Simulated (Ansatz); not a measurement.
BaS (CsCl type), relaxed with r2SCAN: it is cubic, Pm-3m (No. 221); a = 3.834 Å in the conventional setting, 28.17 Å³ an atom. Ba has 8 S at 3.32 Å; S has 8 Ba at 3.32 Å. One-shot G0W0@PBE in the PAW code Ansatz on a 4×4×4 mesh (contour deformation, no spin-orbit coupling), from a PBE gap of 1.552 eV over the mesh points (the G0W0 gap is indirect on the mesh); the number N of bands summed and the screening cutoff rise together. Values at 0 K without nuclear motion; spin polarisation is off, and the phase may be a hypothetical one.

| N | cutoff (eV) | 1000/N | G0W0 gap (eV) |
| --- | --- | --- | --- |
| 135 | 100 | 7.407 | 2.521 |
| 316 | 180 | 3.165 | 2.638 |

**Lay a straight line in 1000/N through these rows.** The slope is -0.0276 eV per unit of 1000/N and the intercept 2.725 eV.

**Predict the gap at N = 607 (260 eV).** 2.725 + (-0.0276) × 1.647 = 2.680 eV; the run gives 2.681 eV, +0.001 eV from the line.

**With that run's result added, what limit do the last two rows suggest?** Their slope is (2.681 − 2.638)/(1.647 − 3.165) = -0.0283, which meets 1/N = 0 at 2.73 eV, against 2.725 eV from the first line. The two lines nearly agree; the k mesh isn't extrapolated.

Spin-orbit coupling is left out.
